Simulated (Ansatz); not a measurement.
The system is Te2Mo.

```
CELL_PARAMETERS angstrom
6.34645 0.00000 0.00000
0.00000 3.49422 0.00000
-0.54903 0.00000 14.85616
ATOMIC_POSITIONS crystal
Te 0.06309 0.50000 0.40139
Te 0.93626 0.00000 0.59892
Te 0.56720 0.00000 0.36206
Te 0.43254 0.50000 0.63827
Te 0.09105 0.00000 0.13792
Te 0.90945 0.50000 0.86175
Te 0.58109 0.50000 0.09855
Te 0.41935 0.00000 0.90115
Mo 0.31969 0.00000 0.50683
Mo 0.67978 0.50000 0.49352
Mo 0.18149 0.50000 0.00653
Mo 0.81900 0.00000 0.99309
```

The cell is a database's computed one.

Base run:

| Item | Value |
| --- | --- |
| Program | Ansatz 0.2.0 |
| Functional | r2SCAN |
| Potentials or basis | Ansatz PAW |
| Cutoff | 500 eV |
| Density cutoff | 2000 eV |
| k mesh | 4 × 8 × 2 |
| Occupations | fermi-dirac, width 0.05 eV |
| Spin | no spin polarisation |

Its results: band gap on the k mesh none (metal or under the smearing width); pressure 0.0 GPa; largest force 0.074 eV/Å.

**Question.** The run is repeated on the same cell with these changes: functional from r2SCAN to PBEsol; cutoff from 500 eV to 420 eV; density cutoff from 2000 eV to 1680 eV. What comes out?

**Answer.** Band gap on the k mesh none (metal or under the smearing width); pressure -2.8 GPa; largest force 0.249 eV/Å.

Caveats: the PAW data sets come from PBE, with cores solved anew for the run's functional, which leaves a small shift of forces and pressure; this functional lacks dispersion, which binds the layers, so the pressure and a relaxed spacing across them are unreliable (some runs).

Not every run made on this cell is shown here.
